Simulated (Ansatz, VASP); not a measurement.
## SbAs (honeycomb AsSb bilayer, like faces together) in two plane-wave programs

Wanted: the spread between two codes on one cell, functional and k mesh. Of the first pair: The structure shown is the start of the Ansatz relaxation below; VASP solves that cell, so the two are compared at the walk's first step.

Method: plane waves, with VASP 6.6.1 beside it; single point at PBE with D3(BJ), in Ansatz 0.2.0.

**1. The starting structure**

The cell holds 4 atoms: 2 Sb and 2 As. Its edges and angles: a = 3.860 Å, b = 3.860 Å, c = 35.880 Å, α = 90.0°, β = 90.0°, γ = 120.0°. Vacuum lies along c. The height across the vacuum is the one that the program set for its solve, not the one typed.

**2. Ansatz: relaxation, PBE with D3(BJ)**

Ansatz runs on its default PAW (the set named soft_2) files.

The two programs are compared at the cell with which this relaxation starts, whose forces are those of its first step.

input.yaml

```yaml
crystal:
  lattice:
    - [3.86, 0.0, 0.0]
    - [-1.93, 3.3428580586, 0.0]
    - [0.0, 0.0, 22.0400000016]
  atoms:
    - { symbol: Sb, position: [0.6666666667, 0.3333333333, 0.3629764065] }
    - { symbol: As, position: [0.3333333333, 0.6666666667, 0.4319419237] }
    - { symbol: Sb, position: [0.0, 0.0, 0.6370235935] }
    - { symbol: As, position: [0.6666666667, 0.3333333333, 0.5680580763] }
  periodic: [true, true, false]
kpoints:
  mp_grid: { grid: [9, 9, 1] }
hamiltonian:
  xc: pbe
  dispersion: d3bj
scf:
  occupations: { method: fermi_dirac, width: 0.05 }
relax:
  f_tol: 0.01
  max_steps: 90
  cell: {}
```

Started as:

```console
ansatz run input.yaml --threads 4 --pin off --max-ram 8192MiB --backend cpu --events-out ev --progress --plain --runs-dir out
```

Numbers of over 12 decimals in the logs are rounded to 6 here.

The program printed:

```text
Warning: crystal.periodic: the lattice vector that does not repeat stood 0.000° off the slab's normal, 22.040 Å along it as the deck builds it. The run solves the slab on a vector along the normal, 35.880 Å long, with every atom where it was (on the deck's vector they left 16.00 Å outside them, and the widest stretch free of ions among them is 3.00 Å). A fractional position that the run reports is one of the run's ce [...]
crystal.periodic: the lattice vector that does not repeat stood 0.000° off the slab's normal, 22.040 Å along it as the deck builds it. The run solves the slab on a vector along the normal, 35.880 Å long, with every atom where it was (on the deck's vector they left 16.00 Å outside them, and the widest stretch free of ions among them is 3.00 Å). A fractional position that the run reports is one of the run's cell, which [...]
Engine: ansatz 0.2.0, aarch64-unknown-linux-gnu
Pseudopotentials: kind: paw
Pseudopotential: Sb, paw, valence charge 15, recommended cutoff 420 eV (normal), Sb.paw.azcp
Pseudopotential: As, paw, valence charge 15, recommended cutoff 420 eV (normal), As.paw.azcp
Functional definition: PBE
  parameter kappa = 0.804
  parameter beta = 0.066725
  exchange = pbe_x(kappa = kappa, mu = beta*pi^2/3)
  correlation = pbe_c(beta = beta)
Crystal: 4 atoms, lattice volume = 462.975 Å³
Basis set: ecut = 420 eV, 9095 PW (Γ), exchange–correlation on 54×54×480 points (8 copies of the dense FFT grid, shifted against one another)
Bands: 36, of which v1, the nominal top of the filled ones, is band 30 counted from 1 (29 counted from 0)
Symmetry: 6 space group operations
Space group: P3m1 (ITA 156), of the structure as read, at distance tolerance 7.7e-5 Å
k-points: 12 of 81 (time reversal used)
Non-local potential: Sb, projectors of the file, l = 0: 2, l = 1: 2, l = 2: 2, l = 3: 2
Non-local potential: As, projectors of the file, l = 0: 2, l = 1: 2, l = 2: 3, l = 3: 1
PAW form: soft (Blöchl's): semilocal exchange-correlation on the pseudo side does not see the compensation charge
PAW one-centre angular grid: Sb, 590 points (default); XC on 64 Gauss nodes
PAW one-centre angular grid: As, 590 points (default); XC on 64 Gauss nodes
Initial density: superposition of atomic densities (neutral atoms: chi_scale 0, normalization atom), corrected by the library's trained network
Initial wavefunctions: pseudopotential atomic-orbital guess
Functional: x = pbe(κ = 0.804, μ = 0.219515), c = pbe(β = 0.066725)
SCF iter   1: F=—  HF=-22682.264087 eV  |F-HF|=—  |Δ(HF+E_count)|=         —  Δρ=1.21e-3  dr2=6.34e-2  ethr=1.77e-3  ⟨swp⟩=12.4  Hψ=2424  notcnv=0
[...]
SCF iter   9: F=—  HF=-22682.313080 eV  |F-HF|=—  |Δ(HF+E_count)|=   2.66e-8  Δρ=3.50e-7  dr2=8.34e-10  ethr=2.33e-11  ⟨swp⟩=2.9  Hψ=840  notcnv=0
SCF iter  10: F=—  HF=-22682.313080 eV  |F-HF|=—  |Δ(HF+E_count)|=   1.95e-9  Δρ=8.96e-8  dr2=4.63e-11  ethr=1.39e-12  ⟨swp⟩=3.1  Hψ=729  notcnv=0
SCF iter  11: F=-22682.313080 eV  HF=-22682.313080 eV  |F-HF|=4.00e-11  |Δ(HF+E_count)|=  3.42e-10  Δρ=2.03e-8  dr2=4.90e-12  ethr=1.00e-12  ⟨swp⟩=9.1  Hψ=2497  notcnv=0
SCF 4 converged in 11 iterations: F = -22682.313080 eV  dr2 = 4.90e-12
relax step   4: F+E_penalty+E_count = -22682.31308045 eV  Δ(F+E_penalty+E_count) = -9.337e-3 eV  max|allowed force component| = 6.631e-2 eV/Å  Δτ_max = 0.0620 Å  P = +0.129 N/m  Ω = 459.476 Å³  energy of the carried Pulay correction = +1.478e-4 eV  fix = [c, alpha, beta]  reactions: c +0.000 N/m  (11 SCF iters, accepted)
[...]
relax step   5: F+E_penalty+E_count = -22682.31434463 eV  Δ(F+E_penalty+E_count) = -1.264e-3 eV  max|allowed force component| = 3.127e-2 eV/Å  Δτ_max = 0.0637 Å  P = +0.035 N/m  Ω = 462.884 Å³  energy of the carried Pulay correction = +3.842e-6 eV  fix = [c, alpha, beta]  reactions: c +0.000 N/m  (7 SCF iters, dr2 threshold 2.75e-7 eV, accepted)
[...]
relax step   6: F+E_penalty+E_count = -22682.31503047 eV  Δ(F+E_penalty+E_count) = -6.858e-4 eV  max|allowed force component| = 1.887e-3 eV/Å  Δτ_max = 0.0213 Å  P = +0.008 N/m  Ω = 462.293 Å³  energy of the carried Pulay correction = +2.873e-5 eV  fix = [c, alpha, beta]  reactions: c +0.000 N/m  (7 SCF iters, dr2 threshold 6.11e-8 eV, accepted)
[...]
relax step   7: F+E_penalty+E_count = -22682.31500442 eV  Δ(F+E_penalty+E_count) = +2.605e-5 eV  max|allowed force component| = 1.896e-3 eV/Å  Δτ_max = 0.0000 Å  P = +0.008 N/m  Ω = 462.293 Å³  fix = [c, alpha, beta]  reactions: c +0.000 N/m  stress off target by 7.87e-3 N/m on what of the cell is left free  SCF on the basis re-selected at this cell (its energy is not comparable with the rows above)  (7 SCF iters)
basis re-selected at this cell: Δ(F+E_penalty+E_count) = +2.605e-5 eV, ΔP = +0.000 N/m vs the last step (what re-selecting the basis moved, of the pressure what is left beyond the Pulay correction that the steps carried, after the strain that the cell walked since its last selection, with what the two solves' SCF thresholds leave and, on support functions, any second-order correction that the steps lacked; it is no m [...]
SCF converged after 7 iterations
Free energy (F): -22682.315004 eV
Harris-Foulkes:  -22682.315004 eV  (|F-HF|=1.38e-10)
Internal energy: -22682.312768 eV  (E = F + TS)
E sigma→0 (E₀):  -22682.313886 eV
Entropy (-TS):   -0.002237 eV (-0.559 meV/atom)
Fermi energy:    -4.079803 eV
--- Per-component energies (eV) ---
  E_band       = -1663.846397
  E_kinetic    = 618.175626
  E_local      = -170276.555141  (includes V_loc(G=0)·N_el)
  E_nonlocal   = -617.243822
  E_hartree    = 84741.850187
  E_xc         = -434.520064
  E_vxc        = -349.619980  (∫ρ·V_xc dr)
  E_paw        = -12819.520698  (= ΣΔE_a)
  E_vpaw       = -522.303960  (= ΣTr[D̂ρ^β])
  E_aug_tail   = 0.000012  (compensation charges beyond the density's cutoff)
  E_ewald      = 76106.764411
  E_disp       = -1.263278  (pairwise vdW)
  E_smearing   = -0.002237  (= −TS)
  E_closure    = 0.000000  (closes the sum)
  Σ components = -22682.315004   (vs F -22682.315004, Δ=0.00e0)
--- Forces (eV/Å), atoms counted from 1 ---
  atom   1  Sb     0.00000000     0.00000000    -0.00189587
  atom   2  As    -0.00000000    -0.00000000    -0.00044082
  atom   3  Sb     0.00000000     0.00000000     0.00079543
  atom   4  As     0.00000000    -0.00000000     0.00154122
  max |Σ_I F_I| component: 4.03e-8 eV/Å
--- 2D stress c σ (N/m, compression-positive) ---
        0.007872      -0.000000      -0.000000
       -0.000000       0.007872      -0.000000
       -0.000000      -0.000000       0.000000
  P = ½ c Tr σ = 0.0079 N/m
--- Relaxed structure (6 steps of the walk, 5 accepted, 1 SCFs on fresh bases) ---
  F+E_penalty+E_count = -22682.31500442 eV   max|allowed force component| = 1.896e-3 eV/Å   (the final SCF, on the basis selected at the relaxed cell)
  cell:  # Å, volume = 462.2932 Å³
    - [3.857156, 0, 0]
    - [-1.928578, 3.340395, 0]
    - [0, 0, 35.880000]
  atoms:
    - { symbol: Sb, position: [0.666667, 0.333333, 0.230617] }
    - { symbol: As, position: [0.333333, 0.666667, 0.272816] }
    - { symbol: Sb, position: [1.7347234758152484e-17, -9.251858538489118e-17, 0.383588] }
    - { symbol: As, position: [0.666667, 0.333333, 0.341519] }
```

Reading the cycles: dr2 is the Hartree energy of the density residual (eV), the measure of convergence; HF is the Harris–Foulkes estimate of the energy, which meets the free energy F at convergence.

**3. VASP: single point, PBE with D3(BJ), start cell, pair 1**

The same cell, functional, mesh and smearing now go to VASP, with its own data sets.

Lines of VASP's logs that name or quote its potential files are left out, and so is its time.

INCAR

```
SYSTEM = SbAs
PREC = Accurate
ENCUT = 400
EDIFF = 1E-06
NELM = 120
ISMEAR = -1
SIGMA = 0.05
LREAL = .FALSE.
ALGO = Normal
GGA = PE
IVDW = 12
NBANDS = 16
LORBIT = 11
LWAVE = .FALSE.
LCHARG = .FALSE.
ISIF = 2
LDIPOL = .TRUE.
IDIPOL = 3
DIPOL = 0.5 0.5 0.307
LVHAR = .TRUE.
LASPH = .TRUE.
GGA_COMPAT = .FALSE.
EFERMI = MIDGAP
NELMDL = -8
```

POSCAR

```
SbAs
1.0
    3.8600000000      0.0000000000      0.0000000000
   -1.9300000000      3.3428580000      0.0000000000
    0.0000000000      0.0000000000     35.8800000000
Sb As
2 2
Direct
    0.6666666667      0.3333333333      0.2229654404
    0.0000000000      1.0000000000      0.3913043478
    0.3333333334      0.6666666666      0.2653288740
    0.6666666667      0.3333333333      0.3489409142
```

KPOINTS

```
Automatic mesh
0
Gamma
9 9 1
0 0 0
```

PAW data sets: Sb and As (PBE family, release 64).

Started as:

```console
mpirun -np 1 vasp_std
```

The program printed:

```text
[banner, memory and clock lines left out]
running    1 mpi-ranks, on    1 nodes
 distrk:  each k-point on    1 cores,    1 groups
 distr:  one band on    1 cores,    1 groups

 POSCAR found type information on POSCAR SbAs
 POSCAR found :  2 types and       4 ions
 LDA part: xc-table for (Slater+PW92), standard interpolation
 POSCAR, INCAR and KPOINTS ok, starting setup
 FFT: planning ... GRIDC
 FFT: planning ... GRID_SOFT
 FFT: planning ... GRID
 WAVECAR not read
 entering main loop
       N       E                     dE             d eps       ncg     rms          rms(c)
DAV:   1     0.119367340722E+03    0.11937E+03   -0.48971E+03   384   0.669E+02
DAV:   2    -0.386856558209E+01   -0.12324E+03   -0.11786E+03   568   0.132E+02
DAV:   3    -0.173140042951E+02   -0.13445E+02   -0.13337E+02   568   0.528E+01
DAV:   4    -0.176591688625E+02   -0.34516E+00   -0.34450E+00   448   0.106E+01
DAV:   5    -0.176676074095E+02   -0.84385E-02   -0.84358E-02   600   0.164E+00
DAV:   6    -0.176678500373E+02   -0.24263E-03   -0.24263E-03   560   0.271E-01
DAV:   7    -0.176678605970E+02   -0.10560E-04   -0.10559E-04   584   0.435E-02
DAV:   8    -0.176678606349E+02   -0.37832E-07   -0.37769E-07   416   0.295E-03    0.454E+00
DAV:   9    -0.174758321995E+02    0.19203E+00   -0.55484E-01   424   0.374E+00    0.283E+00
DAV:  10    -0.174534238593E+02    0.22408E-01   -0.18192E-01   400   0.240E+00    0.700E-01
DAV:  11    -0.174495892585E+02    0.38346E-02   -0.25447E-02   504   0.901E-01    0.185E-01
DAV:  12    -0.174493635496E+02    0.22571E-03   -0.24712E-03   528   0.285E-01    0.104E-01
DAV:  13    -0.174492575535E+02    0.10600E-03   -0.11157E-03   496   0.161E-01    0.307E-02
DAV:  14    -0.174492382321E+02    0.19321E-04   -0.12733E-04   512   0.601E-02    0.210E-02
DAV:  15    -0.174492337626E+02    0.44694E-05   -0.35229E-05   512   0.301E-02    0.114E-02
DAV:  16    -0.174492552838E+02   -0.21521E-04   -0.40274E-05   504   0.260E-02    0.641E-03
DAV:  17    -0.174492886394E+02   -0.33356E-04   -0.47905E-06   400   0.986E-03    0.427E-03
DAV:  18    -0.174493630459E+02   -0.74407E-04   -0.17750E-05   424   0.128E-02    0.227E-03
DAV:  19    -0.174493809331E+02   -0.17887E-04   -0.13879E-06   440   0.402E-03    0.123E-03
DAV:  20    -0.174494083079E+02   -0.27375E-04   -0.18956E-06   400   0.391E-03    0.111E-03
DAV:  21    -0.174494177045E+02   -0.93967E-05   -0.15548E-07   408   0.128E-03    0.380E-04
DAV:  22    -0.174494255051E+02   -0.78006E-05   -0.24618E-07   368   0.108E-03    0.330E-04
DAV:  23    -0.174494276498E+02   -0.21446E-05   -0.37215E-08   344   0.540E-04    0.128E-04
DAV:  24    -0.174494283849E+02   -0.73514E-06   -0.12050E-08   280   0.329E-04
   1 F= -.18614151E+02 E0= -.18614085E+02  d E =-.131529E-03
```

Parts of OUTCAR (step 3):

```text
ion  position               nearest neighbor table
   1  0.667  0.333  0.223-   3 2.70   3 2.70   3 2.70
   2  0.000  0.000  0.391-   4 2.70   4 2.70   4 2.70
   3  0.333  0.667  0.265-   1 2.70   1 2.70   1 2.70
   4  0.667  0.333  0.349-   2 2.70   2 2.70   2 2.70

  LATTYP: Found a hexagonal cell.
 ALAT       =     3.8600000000
 C/A-ratio  =     9.2953367876

 Subroutine GETGRP returns: Found  6 space group operations
 (whereof  6 operations were pure point group operations)

The static configuration has the point symmetry C_3v.

 Found     12 irreducible k-points:

   k-points           NKPTS =     12   k-points in BZ     NKDIM =     12   number of bands    NBANDS=     16

   dimension x,y,z NGX =    28 NGY =   28 NGZ =  240
   dimension x,y,z NGXF=    56 NGYF=   56 NGZF=  480

   ENCUT  =  400.0 eV  29.40 Ry    5.42 a.u.   6.29  6.29 58.51*2*pi/ulx,y,z

   NELECT =      20.0000    total number of electrons

 k-points in reciprocal lattice and weights: Automatic mesh
   0.00000000  0.00000000  0.00000000       0.012
   0.11111111 -0.00000000  0.00000000       0.074
   0.22222222  0.00000000  0.00000000       0.074
   0.33333333  0.00000000  0.00000000       0.074
   0.44444444  0.00000000  0.00000000       0.074
   0.11111111  0.11111111  0.00000000       0.074
   0.22222222  0.11111111  0.00000000       0.148
   0.33333333  0.11111111  0.00000000       0.148
   0.44444444  0.11111111  0.00000000       0.074
   0.22222222  0.22222222  0.00000000       0.074
   0.33333333  0.22222222  0.00000000       0.148
   0.33333333  0.33333333  0.00000000       0.025

 dipolmoment           0.000000      0.000000      0.004850 electrons x Angstroem

 average (electrostatic) potential at core
       1 -94.8979       2 -94.8341       3 -56.7964       4 -56.7370

 E-fermi :  -1.8687

 k-point     1 :       0.0000    0.0000    0.0000
  band No.  band energies     occupation
    ...
      6      -2.7034      2.00000
      7      -2.7034      2.00000
      8      -2.5542      2.00000
      9      -2.5542      2.00000
     10      -2.4055      1.99996
     11      -1.0360      0.00000
     12      -0.2127      0.00000
     13       0.6041      0.00000
     14       0.6041      0.00000
     15       0.7526      0.00000
    ...

 k-point     2 :       0.1111   -0.0000    0.0000
  band No.  band energies     occupation
    ...
      6      -3.8011      2.00000
      7      -3.5063      2.00000
      8      -3.0094      2.00000
      9      -2.8302      2.00000
     10      -2.2137      1.99799
     11      -0.2945      0.00000
     12      -0.1139      0.00000
     13       0.6116      0.00000
     14       0.8549      0.00000
     15       0.8634      0.00000
    ...

 k-point     3 :       0.2222    0.0000    0.0000
  band No.  band energies     occupation
    ...
      6      -5.0329      2.00000
      7      -3.5864      2.00000
      8      -3.4218      2.00000
      9      -3.3823      2.00000
     10      -2.5902      2.00000
     11      -1.0043      0.00000
     12      -0.4916      0.00000
     13       1.1313      0.00000
     14       1.1552      0.00000
     15       1.4932      0.00000
    ...

 Edisp (eV)   -1.16472

  Total      -0.62543    -0.62543    -0.77538     0.00000     0.00000     0.00000
  in kB      -2.16438    -2.16438    -2.68330     0.00000     0.00000     0.00000
  external pressure =       -2.34 kB  Pullay stress =        0.00 kB

  energy-cutoff  :      400.00
  volume of cell :      462.98
      direct lattice vectors                 reciprocal lattice vectors
     3.860000000  0.000000000  0.000000000     0.259067358  0.149572611  0.000000000
    -1.930000000  3.342858000  0.000000000     0.000000000  0.299145222  0.000000000
     0.000000000  0.000000000 35.880000000     0.000000000  0.000000000  0.027870680

 POSITION                                       TOTAL-FORCE (eV/Angst)
 -----------------------------------------------------------------------------------
      1.93000      1.11429      8.00000        -0.000000      0.000000      0.087396
      0.00000      0.00000     14.04000        -0.000000      0.000000     -0.101346
      0.00000      2.22857      9.52000        -0.000000     -0.000000      0.070905
      1.93000      1.11429     12.52000         0.000000     -0.000000     -0.056956
 -----------------------------------------------------------------------------------
    total drift:                               -0.000000     -0.000000     -0.000092

  FREE ENERGIE OF THE ION-ELECTRON SYSTEM (eV)
  ---------------------------------------------------
  free  energy   TOTEN  =       -18.6141510380 eV

  energy  without entropy=      -18.6140195090  energy(sigma->0) =      -18.61408527

 vacuum level on the upper side and lower side of the slab         2.395         2.327

 total charge
# of ion       s       p       d       tot
------------------------------------------
    1        1.210   1.151   0.035   2.395
    2        1.209   1.152   0.035   2.396
    3        1.300   1.372   0.031   2.703
    4        1.299   1.373   0.032   2.703
--------------------------------------------------
tot          5.018   5.047   0.132  10.198

[... 3 further parts left out ...]
```

**4. Differences**

Known differences besides the potentials themselves: Ansatz cuts the interaction across the vacuum, VASP repeats the sheet with a dipole correction; the data sets hold 60 valence electrons in Ansatz (on its default PAW (the set named soft_2) files) and 20 in VASP; the cutoff is 420 eV in Ansatz and 400 eV in VASP. Total energies have different zeros and are not compared.

Forces (eV/Å; atoms numbered as in POSCAR):

| atom | Ansatz x, y, z | VASP x, y, z |
| --- | --- | --- |
| Sb1 | 0.000, 0.000, 0.163 | 0.000, 0.000, 0.087 |
| Sb2 | 0.000, 0.000, -0.177 | 0.000, 0.000, -0.101 |
| As3 | 0.000, 0.000, -0.007 | 0.000, 0.000, 0.071 |
| As4 | 0.000, 0.000, 0.021 | 0.000, 0.000, -0.057 |

The forces differ by 44 meV/Å r.m.s., which is 95.0 % of the r.m.s. force of 0.047 eV/Å (both taken over all components). With vacuum in the cell, a pressure given here is an average over mostly empty space and none of the material.

**5. Other set-ups**

Further runs change the set-up of one program: Ansatz's method, potentials or start, or VASP's data sets, cutoff or form of LDA. The table gives that difference for each run.

```
                                                            run  r.m.s. force difference (meV/Å)
                                                       as above                               44
VASP with the data sets Sb_d_GW and As_d and a cutoff of 520 eV                              5.9
```

(Continued in part 2 of 2.)

[Lines on the potential files, build, host, timing and source positions are cut from VASP's logs without a mark.]

[Logs are printed without paths, hosts, clocks, repeated set-up lines and the standing remarks that a program may print on its own settings, such as how far it seeks lower states.]

[Hosts, paths, dates, database ids (printed as entryN), source tags and the programs' standing remarks are cut or masked in the printed files.]
